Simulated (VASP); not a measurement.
Ag, 1 atom in the cell. The structure is cubic, space group Im-3m (No. 229). Conventional cell: a = 3.246 Å, b = 3.246 Å, c = 3.246 Å, α = 90.00°, β = 90.00°, γ = 90.00°. Around Ag (site symmetry m-3m) lie 8 Ag at 2.81 Å. This isn't the form of Ag at room conditions, which is fcc.

| Property | Result |
| --- | --- |
| Program | VASP 6.6.1 |
| Task | relaxation of cell and atoms |
| Functional | PBEsol |
| Potentials or basis | VASP PAW PBE potentials, release 64 (Ag) |
| Cutoff | 580 eV |
| k mesh | 18 × 18 × 18 |
| Occupations | gaussian, width 0.1 eV |
| Spin | no spin polarisation |
| Further INCAR settings | ALGO = Normal; EDIFF = 1e-07; IBRION = 2; EDIFFG = -0.005; NSW = 90; ISIF = 3 |

Potentials or basis: VASP PAW PBE potentials, release 64 (Ag).

Run with:

```sh
$ cat potpaw_PBE.64/Ag/POTCAR > POTCAR
$ mpirun -np 1 vasp_std > vasp.out
```

Hardware: 1 thread of Intel(R) Xeon(R) 6975P-C (Granite Rapids), on a shared host.

Problem. Estimate the wall time of this run.

Solution. Wall time 28 s on 1 thread of Intel(R) Xeon(R) 6975P-C (Granite Rapids) (shared host), peak memory 0.18 GiB. Counts: scf iterations 26, k points 195, ion steps 3.
